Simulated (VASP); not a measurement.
# IrO2 (P4_2/mnm) in VASP: further runs, part 2 of 3

VASP 6.6.1.

## 3. Relaxation of cell and atoms, PBE

The COD entry that gives the cell may itself be a prediction, so a difference from it is no test against experiment.

This run uses another cell than the first one, of 10.68 Å³/atom, 0.983 times its volume.

The input, INCAR:

```
PREC = Accurate
ENCUT = 600
EDIFF = 1E-7
ISMEAR = 0
SIGMA = 0.05
LREAL = False
LASPH = True
NELM = 80
ALGO = Fast
ISIF = 3
LWAVE = False
LCHARG = False
GGA = PE
IBRION = 2
NSW = 80
EDIFFG = -0.01
```

The input, KPOINTS:

```
Automatic mesh
0
Gamma
  6 6 10
```

The input, POSCAR:

```
IrO2
1.0
    4.5051000000      0.0000000000      0.0000000000
    0.0000000000      4.5051000000      0.0000000000
    0.0000000000      0.0000000000      3.1586000000
Ir O
2 4
Direct
    0.0000000000      0.0000000000      0.0000000000
    0.5000000000      0.5000000000      0.5000000000
    0.3077000000      0.3077000000      0.0000000000
    0.1923000000      0.8077000000      0.5000000000
    0.6923000000      0.6923000000      0.0000000000
    0.8077000000      0.1923000000      0.5000000000
```

Potentials or basis: VASP PAW PBE potentials, release 64 (Ir, O).

Command:

```
cat potpaw_PBE.64/Ir/POTCAR potpaw_PBE.64/O/POTCAR > POTCAR
mpirun -np 1 vasp_std > vasp.out
```

OUTCAR:

```text
PREC = Accurate
   ENCUT = 600
   EDIFF = 1E-7
   ISMEAR = 0
   LREAL = False
   LASPH = True
   NELM = 80
   ISIF = 3
   GGA = PE
   IBRION = 2
   NSW = 80
   EDIFFG = -0.01

 ion  position               nearest neighbor table
   1  0.000  0.000  0.000-   3 1.96   5 1.96   4 2.00   6 2.00   4 2.00   6 2.00
   2  0.500  0.500  0.500-   4 1.96   6 1.96   5 2.00   3 2.00   3 2.00   5 2.00
   3  0.308  0.308  0.000-   1 1.96   2 2.00   2 2.00
   4  0.192  0.808  0.500-   2 1.96   1 2.00   1 2.00
   5  0.692  0.692  0.000-   1 1.96   2 2.00   2 2.00
   6  0.808  0.192  0.500-   2 1.96   1 2.00   1 2.00

  LATTYP: Found a simple tetragonal cell.
 ALAT       =     4.5051000000
 C/A-ratio  =     0.7011165124

  Lattice vectors:

 A1 = (   4.5051000000,   0.0000000000,   0.0000000000)
 A2 = (   0.0000000000,   4.5051000000,   0.0000000000)
 A3 = (   0.0000000000,   0.0000000000,   3.1586000000)

Analysis of symmetry for initial positions (statically):
=====================================================================
 Subroutine PRICEL returns:
 Original cell was already a primitive cell.

 Routine SETGRP: Setting up the symmetry group for a
 simple tetragonal supercell.

 Subroutine GETGRP returns: Found 16 space group operations
 (whereof  8 operations were pure point group operations)
 out of a pool of 16 trial point group operations.

The static configuration has the point symmetry D_2h.
 The point group associated with its full space group is D_4h.

Analysis of symmetry for dynamics (positions and initial velocities):
=====================================================================
 Subroutine PRICEL returns:
 Original cell was already a primitive cell.

 Routine SETGRP: Setting up the symmetry group for a
 simple tetragonal supercell.

 Subroutine GETGRP returns: Found 16 space group operations
 (whereof  8 operations were pure point group operations)
 out of a pool of 16 trial point group operations.

The dynamic configuration has the point symmetry D_2h.
 The point group associated with its full space group is D_4h.

 Subroutine INISYM returns: Found 16 space group operations
 (whereof  8 operations are pure point group operations),
 and found     1 'primitive' translations

----------------------------------------------------------------------------------------

                                     Primitive cell

  volume of cell :      64.1067

  direct lattice vectors                    reciprocal lattice vectors
     4.505100000  0.000000000  0.000000000     0.221970655  0.000000000  0.000000000
     0.000000000  4.505100000  0.000000000     0.000000000  0.221970655  0.000000000
     0.000000000  0.000000000  3.158600000     0.000000000  0.000000000  0.316595960

  length of vectors
     4.505100000  4.505100000  3.158600000     0.221970655  0.221970655  0.316595960

  position of ions in fractional coordinates (direct lattice)
     0.000000000  0.000000000  0.000000000
     0.500000000  0.500000000  0.500000000
     0.307700000  0.307700000  0.000000000
     0.192300000  0.807700000  0.500000000
     0.692300000  0.692300000  0.000000000
     0.807700000  0.192300000  0.500000000

  ion indices of the primitive-cell ions
   primitive index   ion index
                 1           1
                 2           2
                 3           3
                 4           4
                 5           5
[... 57 lines left out ...]
   total plane-waves  NPLWV =  36288
   dimension x,y,z NGX =    36 NGY =   36 NGZ =   28
   dimension x,y,z NGXF=    72 NGYF=   72 NGZF=   56
   ions per type =               2   4
   NGX,Y,Z   is equivalent  to a cutoff of  13.28, 13.28, 14.74 a.u.
   NGXF,Y,Z  is equivalent  to a cutoff of  26.57, 26.57, 29.47 a.u.
 SYSTEM =  unknown system
   PREC   = accura    normal or accurate (medium, high low for compatibility)
   ISTART =      0    job   : 0-new  1-cont  2-samecut
   ICHARG =      2    charge: 1-file 2-atom 10-const
   ISPIN  =      1    spin polarized calculation?
   LNONCOLLINEAR =      F non collinear calculations
[... 15 lines left out ...]
   NELECT =      42.0000    total number of electrons
   NUPDOWN=      -1.0000    fix difference up-down
   EMIN   =  10.00;   EMAX   =-10.00  energy-range for DOS
   EFERMI =   0.00;   METHOD = LEGACY
   ISMEAR =     0;   SIGMA  =   0.05  broadening in eV -4-tet -1-fermi 0-gaus
   EFERMI_NEDOS =   21; number of points for ismear=-14 and -15
   IALGO  =     68    algorithm
   IMIX   =      4    mixing-type and parameters
     AMIX     =   0.40;   BMIX     =  1.00
     AMIX_MAG =   1.60;   BMIX_MAG =  1.00
  volume/ion in A,a.u.               =      10.68        72.10
  Fermi-wavevector in a.u.,A,eV,Ry     =   1.421860  2.686925 27.506696  2.021685
  Thomas-Fermi vector in A             =   2.542625
   LORBIT       =      0    0 simple, 1 ext, 2 COOP (PROOUT), +10 PAW based schemes
   GGA     = PE    functional components
   LHFCALC =     F    Hartree Fock is set to
   AEXX    =    0.0000 exact exchange contribution
   IVDW    =     0    specifies the selected vdW correction
   LEPSILON=     F    determine dielectric tensor
   LRPA    =     F    only Hartree local field effects (RPA)
 conjugate gradient relaxation of ions
 non-spin polarized calculation
 RMM-DIIS sequential band-by-band and
 Gauss-broadening in eV      SIGMA  =   0.05
  energy-cutoff  :      600.00
  volume of cell :       64.11
 maximum number of plane-waves:      2168
 NGX is ok and might be reduce to    36
   NGX = 17   NGY = 17   NGZ = 13

--------------------------------------- Ionic step        1  -------------------------------------------

 number of electron      41.9999996 magnetization

 Free energy of the ion-electron system (eV)
  ---------------------------------------------------
  ext. energy  EPLUGINS =         0.00000000
  ---------------------------------------------------
  free energy    TOTEN  =       -42.23806304 eV

  energy without entropy =      -42.23380963  energy(sigma->0) =      -42.23593633

------------------------ aborting loop because EDIFF is reached ----------------------------------------

  FORCE on cell =-STRESS in cart. coord.  units (eV):
  Direction    XX          YY          ZZ          XY          YZ          ZX
  --------------------------------------------------------------------------------------
  -------------------------------------------------------------------------------------
  Total        2.6501750      2.6501750      3.4449159      0.0000000      0.0000000      0.0000000
  in kB       66.2340984     66.2340984     86.0965411      0.0000000      0.0000000      0.0000000
  external PRESSURE =      72.8549127 kB  Pullay stress =       0.0000000 kB
[... 227 lines left out ...]
--------------------------------------- Ionic step        7  -------------------------------------------

 number of electron      42.0000003 magnetization

 Free energy of the ion-electron system (eV)
  ---------------------------------------------------
  ext. energy  EPLUGINS =         0.00000000
  ---------------------------------------------------
  free energy    TOTEN  =       -42.27454366 eV

  energy without entropy =      -42.27013125  energy(sigma->0) =      -42.27233745

 E-fermi :   5.7921     XC(G=0): -11.8562

 val. band max:        5.7515898888   @ k =   0.3333   0.0000   0.3000
 cond. band min:       5.7929376787   @ k =   0.5000   0.1667   0.3000
 fundamental gap:      0.0413477899
 Fermi energy:         5.7921046523

 k-point     1 :       0.0000    0.0000    0.0000
  band No.  band energies     occupation
      1     -15.1456      2.00000
      2     -13.9851      2.00000
      3     -12.9927      2.00000
      4     -12.9927      2.00000
      5      -3.7474      2.00000
      6      -3.4943      2.00000
[... 661 lines left out ...]
     24       8.0421      0.00000
     25       9.5951      0.00000

 [... further k-points ...]

------------------------ aborting loop because EDIFF is reached ----------------------------------------

  FORCE on cell =-STRESS in cart. coord.  units (eV):
  Direction    XX          YY          ZZ          XY          YZ          ZX
  --------------------------------------------------------------------------------------
  -------------------------------------------------------------------------------------
  Total       -0.0274240     -0.0274240     -0.0118484      0.0000000      0.0000000      0.0000000
  in kB       -0.6684820     -0.6684820     -0.2888148      0.0000000      0.0000000      0.0000000
  external PRESSURE =      -0.5419262 kB  Pullay stress =       0.0000000 kB
[... 21 lines left out ...]
  FREE ENERGIE OF THE ION-ELECTRON SYSTEM (eV)
  ---------------------------------------------------
  free  energy   TOTEN  =       -42.2745436576 eV

  energy  without entropy=      -42.2701312468  energy(sigma->0) =      -42.27233745

 reached required accuracy - stopping structural energy minimisation
```

OSZICAR:

```text
N       E                     dE             d eps       ncg     rms          rms(c)
DAV:   1     0.519404153756E+03    0.51940E+03   -0.23404E+04  3000   0.187E+03
DAV:   2     0.185102195499E+02   -0.50089E+03   -0.49110E+03  3023   0.501E+02
[... 79 lines left out ...]
DAV:   1    -0.422745690703E+02   -0.41696E-04   -0.38442E-03  3070   0.512E-01    0.506E-02
RMM:   2    -0.422745497266E+02    0.19344E-04   -0.66860E-05  3009   0.713E-02    0.340E-02
RMM:   3    -0.422745430662E+02    0.66603E-05   -0.35751E-05  3028   0.508E-02    0.689E-03
RMM:   4    -0.422745438769E+02   -0.81069E-06   -0.11728E-05  3419   0.263E-02    0.694E-03
RMM:   5    -0.422745437012E+02    0.17569E-06   -0.20852E-06  3191   0.963E-03    0.161E-03
RMM:   6    -0.422745436576E+02    0.43604E-07   -0.34797E-07  1985   0.427E-03
   7 F= -.42274544E+02 E0= -.42272337E+02  d E =-.162041E-04
```

CONTCAR:

```text
IrO2
   1.00000000000000
     4.5410190603197478   -0.0000000000000000    0.0000000000000000
     0.0000000000000000    4.5410190603197478    0.0000000000000000
     0.0000000000000000    0.0000000000000000    3.1874675929156009
  Ir              O
     2     4
Direct
     1.0000000000000000    0.0000000000000000    0.0000000000000000
     0.5000000000000000    0.5000000000000000    0.5000000000000000
     0.3083168711457773    0.3083168711457773    0.0000000000000000
     0.1916831288542227    0.8083168711457772    0.5000000000000000
     0.6916831288542228    0.6916831288542228    1.0000000000000000
     0.8083168711457772    0.1916831288542227    0.5000000000000000

  0.00000000E+00  0.00000000E+00  0.00000000E+00
  0.00000000E+00  0.00000000E+00  0.00000000E+00
  0.00000000E+00  0.00000000E+00  0.00000000E+00
  0.00000000E+00  0.00000000E+00  0.00000000E+00
  0.00000000E+00  0.00000000E+00  0.00000000E+00
  0.00000000E+00  0.00000000E+00  0.00000000E+00
```

Wall time 6.9 min (1 thread of Intel Xeon Platinum 8259CL at 2.50GHz (Skylake/Cascade Lake), shared host); peak memory 0.27 GiB.

Results:

```yaml
Free_energy: -42.2745 eV
Relaxed_volume: 10.95 Å³/atom
Relaxed_cell: a = 4.541 Å, b = 4.541 Å, c = 3.187 Å, α = 90.00°, β = 90.00°, γ = 90.00°
Space_group_after_relaxing_to_0.05_Å: P4_2/mnm (No. 136)
Energy_gained_by_relaxing: 6.1 meV/atom
Ionic_steps: 7
Pressure_after_relaxing: -0.1 GPa
Band_gap_on_the_k_mesh: none (metal or under the smearing width)
```

Forces in eV/Å, atoms in the order of the input:
```
Ir   0.000  0.000  0.000
Ir   0.000  0.000  0.000
O    0.002  0.002  0.000
O   -0.002  0.002  0.000
O   -0.002 -0.002  0.000
O    0.002 -0.002  0.000
```

Step by step:
| step | energy change (eV) | largest force (eV/Å) | pressure (GPa) | volume (Å³) |
| --- | --- | --- | --- | --- |
| 1 | 0.0000 | 0.0731 | 7.29 | 64.11 |
| 2 | 0.0789 | 0.1332 | -11.33 | 68.72 |
| 3 | -0.0358 | 0.0986 | -0.08 | 65.71 |
| 4 | -0.0358 | 0.0981 | 0.05 | 65.68 |
| 5 | -0.0361 | 0.0621 | 0.04 | 65.73 |
| 6 | -0.0365 | 0.0067 | 0.03 | 65.71 |
| 7 | -0.0365 | 0.0029 | -0.05 | 65.73 |

Final structure:
```yaml
crystal:
  lattice:
    - [4.54102, 0.00000, 0.00000]
    - [0.00000, 4.54102, 0.00000]
    - [0.00000, 0.00000, 3.18747]
  atoms:
    - { symbol: Ir, position: [0.00000, 0.00000, 0.00000] }
    - { symbol: Ir, position: [0.50000, 0.50000, 0.50000] }
    - { symbol: O, position: [0.30832, 0.30832, 0.00000] }
    - { symbol: O, position: [0.19168, 0.80832, 0.50000] }
    - { symbol: O, position: [0.69168, 0.69168, 0.00000] }
    - { symbol: O, position: [0.80832, 0.19168, 0.50000] }
```

Levels at points of the mesh, in eV from the Fermi level:
| k point | band 17 | band 18 | band 19 | band 20 | band 21 | band 22 | band 23 | band 24 | band 25 |
| --- | --- | --- | --- | --- | --- | --- | --- | --- | --- |
| (0.00, 0.00, 0.00) | -2.34 | -2.34 | -2.28 | -2.17 | -2.13 | 0.66 | 1.20 | 4.03 | 4.09 |
| (0.50, 0.00, 0.00) | -1.59 | -1.59 | -1.25 | -1.25 | -0.27 | -0.27 | 3.47 | 3.47 | 3.47 |
| (0.50, 0.50, 0.00) | -2.42 | -2.42 | -2.30 | -2.30 | 0.21 | 0.21 | 2.36 | 2.36 | 4.01 |
| (0.00, 0.00, 0.50) | -1.82 | -1.82 | -0.66 | -0.66 | 0.26 | 0.26 | 2.19 | 2.19 | 2.65 |
| (0.50, 0.00, 0.50) | -2.66 | -2.66 | -1.72 | -1.72 | 0.52 | 0.52 | 1.03 | 1.03 | 4.42 |
| (0.50, 0.50, 0.50) | -1.74 | -1.74 | -1.15 | -1.15 | -0.45 | -0.45 | 2.14 | 2.14 | 3.11 |

Spin-orbit coupling is left out, which matters for the levels of Ir. PBE usually gives volumes a little too large and moduli too small.

(Part 2 of 3 ends here.)
